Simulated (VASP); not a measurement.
# AlN (P6_3mc) in VASP: elastic constants with PBE

Aim: the elastic constants of AlN with PBE.

Everything below comes from runs of VASP 6.6.1. Logs are shortened: lines on timing, memory, paths and dates and some standing lists are left out, and cuts for length are marked.

## (1) The crystal as given

It takes space group P6_3mc (No. 186, hexagonal). Conventional cell: a = 3.113 Å, b = 3.113 Å, c = 4.981 Å, α = 90.00°, β = 90.00°, γ = 120.00°. Al (site symmetry 3m) is surrounded by 4 N at 1.89 Å. Around N (site symmetry 3m) lie 4 Al at 1.89 Å.

## (2) Elastic constants, PBE

The input, POSCAR:

```
AlN
1.0
    3.1130000000      0.0000000000      0.0000000000
   -1.5565000000      2.6959370800      0.0000000000
    0.0000000000      0.0000000000      4.9810000000
Al N
2 2
Direct
    0.3333333300      0.6666666700      0.0000000000
    0.6666666700      0.3333333300      0.5000000000
    0.3333333300      0.6666666700      0.3800000000
    0.6666666700      0.3333333300      0.8800000000
```

The input, INCAR.step1:

```
PREC = Accurate
ENCUT = 600
EDIFF = 1E-8
ISMEAR = 0
SIGMA = 0.02
LREAL = F
LASPH = T
NELM = 60
ALGO = Fast
ISIF = 3
LWAVE = F
LCHARG = F
GGA = PE
IBRION = 2
NSW = 40
EDIFFG = -0.002
```

The input, INCAR.step2:

```
PREC = Accurate
ENCUT = 600
EDIFF = 1E-8
ISMEAR = 0
SIGMA = 0.02
LREAL = F
LASPH = T
NELM = 60
ALGO = Fast
ISIF = 3
LWAVE = F
LCHARG = F
GGA = PE
IBRION = 6
NFREE = 2
POTIM = 0.015
NSW = 1
```

The input, KPOINTS:

```
regular mesh
0
Gamma
  9 9 6
```

Potentials or basis: VASP PAW PBE potentials, release 64 (Al, N).

Started as:

```console
cat potpaw_PBE.64/Al/POTCAR potpaw_PBE.64/N/POTCAR > POTCAR
cp INCAR.step1 INCAR
mpirun -np 1 vasp_std > vasp.out
cp CONTCAR POSCAR
cp INCAR.step2 INCAR
mpirun -np 1 vasp_std > vasp.out
```

OUTCAR:

```text
PREC = Accurate
   ENCUT = 600
   EDIFF = 1E-8
   ISMEAR = 0
   LREAL = F
   LASPH = T
   NELM = 60
   ISIF = 3
   GGA = PE
   IBRION = 6
   NFREE = 2
   POTIM = 0.015
   NSW = 1

 ion  position               nearest neighbor table
   1  0.333  0.667  0.999-   4 1.90   4 1.90   4 1.90   3 1.91   2 3.09   2 3.09   2 3.09   2 3.09
                             2 3.09   2 3.09
   2  0.667  0.333  0.499-   3 1.90   3 1.90   3 1.90   4 1.91   1 3.09   1 3.09   1 3.09   1 3.09
                             1 3.09   1 3.09
   3  0.333  0.667  0.381-   2 1.90   2 1.90   2 1.90   1 1.91
   4  0.667  0.333  0.881-   1 1.90   1 1.90   1 1.90   2 1.91

  LATTYP: Found a hexagonal cell.
 ALAT       =     3.1280325674
 C/A-ratio  =     1.6033982558

  Lattice vectors:

 A1 = (   3.1280325674,   0.0000000000,   0.0000000000)
 A2 = (  -1.5640162837,   2.7089556652,   0.0000000000)
 A3 = (   0.0000000000,   0.0000000000,   5.0154819626)

Analysis of symmetry for initial positions (statically):
=====================================================================
 Subroutine PRICEL returns:
 Original cell was already a primitive cell.

 Routine SETGRP: Setting up the symmetry group for a
 hexagonal supercell.

 Subroutine GETGRP returns: Found 12 space group operations
 (whereof  6 operations were pure point group operations)
 out of a pool of 24 trial point group operations.

The static configuration has the point symmetry C_3v.
 The point group associated with its full space group is C_6v.

Analysis of symmetry for dynamics (positions and initial velocities):
=====================================================================
 Subroutine PRICEL returns:
 Original cell was already a primitive cell.

 Routine SETGRP: Setting up the symmetry group for a
 hexagonal supercell.

 Subroutine GETGRP returns: Found 12 space group operations
 (whereof  6 operations were pure point group operations)
 out of a pool of 24 trial point group operations.

The dynamic configuration has the point symmetry C_3v.
 The point group associated with its full space group is C_6v.

 Subroutine INISYM returns: Found 12 space group operations
 (whereof  6 operations are pure point group operations),
 and found     1 'primitive' translations

----------------------------------------------------------------------------------------

                                     Primitive cell

  volume of cell :      42.4997

  direct lattice vectors                    reciprocal lattice vectors
     3.128032567  0.000000000  0.000000000     0.319689766  0.184572973  0.000000000
    -1.564016284  2.708955665  0.000000000     0.000000000  0.369145945  0.000000000
     0.000000000  0.000000000  5.015481963     0.000000000  0.000000000  0.199382633

  length of vectors
     3.128032567  3.128032566  5.015481963     0.369145945  0.369145945  0.199382633

  position of ions in fractional coordinates (direct lattice)
     0.333333330  0.666666670  0.999254033
     0.666666670  0.333333330  0.499254033
     0.333333330  0.666666670  0.380745967
     0.666666670  0.333333330  0.880745967

  ion indices of the primitive-cell ions
   primitive index   ion index
                 1           1
                 2           2
                 3           3
                 4           4

----------------------------------------------------------------------------------------

 KPOINTS: regular mesh

Automatic generation of k-mesh.
 Grid dimensions read from file:
 generate k-points for:    9    9    6
[... 125 lines left out ...]
  in kB       -0.1381418     -0.1381418     -0.2661833      0.0000000     -0.0000000     -0.0000000
  external PRESSURE =      -0.1808223 kB  Pullay stress =       0.0000000 kB
[... 95 lines left out ...]
  FREE ENERGIE OF THE ION-ELECTRON SYSTEM (eV)
  ---------------------------------------------------
  free  energy   TOTEN  =       -29.7700695414 eV

  energy  without entropy=      -29.7700695414  energy(sigma->0) =      -29.77006954

[... ionic steps 4 to 18 ...]

--------------------------------------- Ionic step       19  -------------------------------------------

 number of electron      15.9999999 magnetization

------------------------ aborting loop because EDIFF is reached ----------------------------------------
[... 71 lines left out ...]
--------------------------------------- Ionic step       21  -------------------------------------------

 number of electron      16.0000000 magnetization

 Free energy of the ion-electron system (eV)
  ---------------------------------------------------
  ext. energy  EPLUGINS =         0.00000000
  ---------------------------------------------------
  free energy    TOTEN  =       -29.78137112 eV

  energy without entropy =      -29.78137112  energy(sigma->0) =      -29.78137112

 E-fermi :   6.0846     XC(G=0): -10.8354

 val. band max:        5.9569212783   @ k =   0.0000   0.0000   0.0000
 cond. band min:      10.0396624824   @ k =   0.0000   0.0000   0.0000
 fundamental gap:      4.0827412041
 Fermi energy:         6.0846207285

 k-point     1 :       0.0000    0.0000    0.0000
  band No.  band energies     occupation
      1      -9.0971      2.00000
      2      -7.0079      2.00000
      3       0.0581      2.00000
      4       5.1472      2.00000
      5       5.1472      2.00000
      6       5.7905      2.00000
      7       5.7905      2.00000
      8       5.9569      2.00000
      9      10.0397      0.00000
     10      12.5048      0.00000
     11      16.4332      0.00000
     12      17.0276      0.00000
[... 331 lines left out ...]
 k-point    24 :       0.3333    0.3333    0.1667
  band No.  band energies     occupation
      1      -6.6513      2.00000
      2      -6.6478      2.00000
      3       1.3661      2.00000
      4       1.8434      2.00000
      5       1.8540      2.00000
      6       3.3445      2.00000
      7       4.1067      2.00000
      8       4.1290      2.00000
      9      11.4015      0.00000
     10      14.2144      0.00000
     11      14.9475      0.00000
     12      15.0566      0.00000

 [... further k-points ...]

------------------------ aborting loop because EDIFF is reached ----------------------------------------

  FORCE on cell =-STRESS in cart. coord.  units (eV):
  Direction    XX          YY          ZZ          XY          YZ          ZX
  --------------------------------------------------------------------------------------
  -------------------------------------------------------------------------------------
  Total       -0.0793496     -0.0793496      0.1695872      0.0000000      0.0000000      0.0000000
  in kB       -2.9913661     -2.9913661      6.3931929      0.0000000      0.0000000      0.0000000
  external PRESSURE =       0.1368203 kB  Pullay stress =       0.0000000 kB
[... 19 lines left out ...]
  FREE ENERGIE OF THE ION-ELECTRON SYSTEM (eV)
  ---------------------------------------------------
  free  energy   TOTEN  =       -29.7813711175 eV

  energy  without entropy=      -29.7813711175  energy(sigma->0) =      -29.78137112

 INTERNAL STRAIN TENSORS FROM STRAINED CELLS
 ============================================

 INTERNAL STRAIN TENSOR FOR ION    1 for displacements in x,y,z  (eV/Angst):
          X           Y           Z          XY          YZ          ZX
  --------------------------------------------------------------------------------
  x    -0.00000     0.00000    -0.00000    -8.23908    -0.00000    -4.92328
  y    -8.26126     8.28749    -0.00000     0.00001    -4.92027    -0.00001
  z    -5.09792    -5.10861    11.31551    -0.00031    -0.01016     0.00002

 INTERNAL STRAIN TENSORS FROM DISPLACED ATOMS
 ============================================

 INTERNAL STRAIN TENSOR FOR ION    1 for displacements in x,y,z  (eV/Angst):
          X           Y           Z          XY          YZ          ZX
  --------------------------------------------------------------------------------
  x    -0.00000     0.00000     0.00000    -8.22970     0.00000    -4.92190
  y    -8.22970     8.22970     0.00000     0.00000    -4.92190     0.00000
  z    -5.08200    -5.08200    11.25225     0.00000     0.00000     0.00000

 INTERNAL STRAIN TENSOR FOR ION    4 for displacements in x,y,z  (eV/Angst):
          X           Y           Z          XY          YZ          ZX
  --------------------------------------------------------------------------------
  x     0.00000    -0.00000     0.00000     9.87228     0.00000     4.92165
  y     9.87228    -9.87228    -0.00000     0.00000     4.92165     0.00000
  z     5.08776     5.08776   -11.25257     0.00000     0.00000     0.00000

 Eigenvectors and eigenvalues of the dynamical matrix
 ----------------------------------------------------

   1 f  =   21.221857 THz   133.340861 2PiTHz  707.884956 cm-1    87.766509 meV
             X         Y         Z           dx          dy          dz
     -0.000000  1.805970  5.011741     0.000000   -0.000000   -0.006957
      1.564016  0.902985  2.504000     0.000000   -0.000000    0.006957
     -0.000000  1.805970  1.909625    -0.000000    0.000000   -0.707073
      1.564016  0.902985  4.417366    -0.000000    0.000000    0.707073
[... 71 lines left out ...]
  12 f/i=    0.000903 THz     0.005672 2PiTHz    0.030111 cm-1     0.003733 meV
             X         Y         Z           dx          dy          dz
     -0.000000  1.805970  5.011741    -0.000000    0.000000   -0.573722
      1.564016  0.902985  2.504000    -0.000000    0.000000   -0.573722
     -0.000000  1.805970  1.909625    -0.000000    0.000000   -0.413331
      1.564016  0.902985  4.417366    -0.000000    0.000000   -0.413331

--------------------------------------------------------------------------------------------------------

 ELASTIC MODULI CONTR FROM IONIC RELAXATION (kBar)
 Direction    XX          YY          ZZ          XY          YZ          ZX
 --------------------------------------------------------------------------------
 XX        -639.7017    316.5907    357.5088      0.0000     -0.0000     -0.0000
 YY         316.5907   -639.7017    357.5088     -0.0000      0.0000      0.0000
 ZZ         357.5088    357.5088   -791.1369      0.0000     -0.0000      0.0000
 XY           0.0000     -0.0000      0.0000   -478.1462     -0.0000     -0.0000
 YZ           0.0000      0.0000     -0.0000     -0.0000   -127.1699     -0.0000
 ZX          -0.0000      0.0000      0.0000     -0.0000     -0.0000   -127.1699
 --------------------------------------------------------------------------------

 TOTAL ELASTIC MODULI (kBar)
 Direction    XX          YY          ZZ          XY          YZ          ZX
 --------------------------------------------------------------------------------
 XX        3748.4142   1282.1319    976.3858      0.0000     -0.0000     -0.0000
 YY        1282.1319   3748.4141    976.3858     -0.0000      0.0000      0.0000
 ZZ         976.3858    976.3858   3553.5054      0.0000     -0.0000      0.0000
 XY           0.0000     -0.0000      0.0000   1233.1411     -0.0000     -0.0000
 YZ           0.0000      0.0000     -0.0000     -0.0000   1117.2849     -0.0000
 ZX          -0.0000      0.0000      0.0000     -0.0000     -0.0000   1117.2849
 --------------------------------------------------------------------------------
```

Wall time 10 min (1 thread of Intel Xeon Platinum 8559C (Emerald Rapids), shared host); peak memory 0.37 GiB.

Results:

```yaml
Relaxed_volume: 10.62 Å³/atom
Relaxed_cell: a = 3.128 Å, b = 3.128 Å, c = 5.015 Å, α = 90.00°, β = 90.00°, γ = 120.00°
Space_group_after_relaxing_to_0.05_Å: P6_3mc (No. 186)
Voigt_bulk_modulus: 195 GPa
Highest_phonon_frequency_at_Γ_LO-TO_splitting_left_out: 708 cm⁻¹
```

The path:
```
step  energy change (eV)  largest force (eV/Å)  pressure (GPa)  volume (Å³)
   1              0.0000                0.1290            3.33        41.80
   2             -0.0019                0.0914           -2.76        43.13
   3             -0.0083                0.0034            0.00        42.50
   4             -0.0083                0.0057            0.07        42.48
   5             -0.0083                0.0070            0.04        42.49
   6             -0.0083                0.0075            0.03        42.49
   7             -0.0083                0.0025           -0.03        42.50
   8             -0.0083                0.0008           -0.01        42.50
```

Final structure:
```yaml
crystal:
  lattice:
    - [3.12803, 0.00000, 0.00000]
    - [-1.56402, 2.70896, 0.00000]
    - [0.00000, 0.00000, 5.01548]
  atoms:
    - { symbol: Al, position: [0.33333, 0.66667, 0.99925] }
    - { symbol: Al, position: [0.66667, 0.33333, 0.49925] }
    - { symbol: N, position: [0.33333, 0.66667, 0.38075] }
    - { symbol: N, position: [0.66667, 0.33333, 0.88075] }
```

Phonon frequencies in cm⁻¹ (negative: imaginary):
```tsv
q point	frequencies
(0.000, 0.000, 0.000)	0 0 0 237 237 537 597 639 639 651 651 708
```

Elastic tensor in Voigt notation (GPa, in the Cartesian axes of the cell as first typed):
```
375 128  98   0   0   0
128 375  98   0   0   0
 98  98 355   0   0   0
  0   0   0 112   0   0
  0   0   0   0 112   0
  0   0   0   0   0 123
```

Clamped-ion elastic tensor (GPa):
```
439  97  62   0   0   0
 97 439  62   0   0   0
 62  62 434   0   0   0
  0   0   0 124   0   0
  0   0   0   0 124   0
  0   0   0   0   0 171
```
